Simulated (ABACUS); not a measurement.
Ir, 1 atom in the cell. It takes space group Fm-3m (No. 225, cubic). The conventional cell has a = 3.831 Å, b = 3.831 Å, c = 3.831 Å, α = 90.00°, β = 90.00°, γ = 90.00°. Ir (site symmetry m-3m) has 12 Ir at 2.71 Å as nearest neighbours. 

* Program: ABACUS 3.10.1
* Task: relaxation of cell and atoms
* Functional: TM
* Potentials or basis: SG15 ONCV 1.2 PBE
* Cutoff: 1075 eV
* Density cutoff: 4299 eV
* Basis: plane waves
* k mesh: 8 × 8 × 8
* Occupations: fermi-dirac, width 0.05 eV
* Spin: no spin polarisation
* Max steps of the relaxation: 60
* Force threshold: 0.02 eV/Å
* Optimiser: cg
* Stress threshold: 1 kbar
* Radial cutoff of the potentials (pseudo_rcut): 10 bohr
* SCF threshold on the density: 1e-08
* Max SCF steps: 100
* Eigensolver: dav
* Mixing: broyden
* Mixing share: 0.7
* Symmetry key: 1

Potentials or basis: SG15 ONCV 1.2 PBE, plane waves.

Run with:

```sh
$ OMP_NUM_THREADS=1 mpirun -np 4 abacus > log
```

Hardware: 4 MPI ranks on AMD EPYC 9R45 (Zen 5), with other jobs on the host.

Estimate the wall time of this run.

It took 9.6 s on 4 MPI ranks on AMD EPYC 9R45 (Zen 5), with other jobs on the host, peak memory 0.36 GiB a rank. Counts: scf iterations 15, k points 29, bands 13, ion steps 3, ranks 4.
